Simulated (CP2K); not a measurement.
The system is Al2Pt.

```
Pt Al
1.0
     4.17900    0.00000    0.00000
     2.08950    3.61912    0.00000
     2.08950    1.20637    3.41214
Pt Al
1 2
Direct
  0.00000 0.00000 0.00000
  0.75000 0.75000 0.75000
  0.25000 0.25000 0.25000
```

Base run:

* Program: CP2K 2026.2
* Functional: PBE
* Dispersion: rVV10
* Potentials or basis: POTENTIAL_UZH Pt GTH-PBE-q18, Al GTH-PBE-q3; TZVP-MOLOPT-PBE-GTH basis
* Density cutoff: 6123 eV
* k mesh: 8 × 8 × 8
* Occupations: fermi-dirac, width 0.05 eV
* Spin: no spin polarisation

Its results: band gap on the k mesh none (metal or under the smearing width); pressure 1.8 GPa.

Q: The run is repeated on the same cell with these changes: dispersion from rVV10 to D4. What comes out?

A: Band gap on the k mesh none (metal or under the smearing width); pressure -1.6 GPa.

Caveats: the basis of atomic orbitals isn't converged, which shifts pressures, moduli and gaps; pairwise dispersion overbinds metals, which lowers pressure and volume.
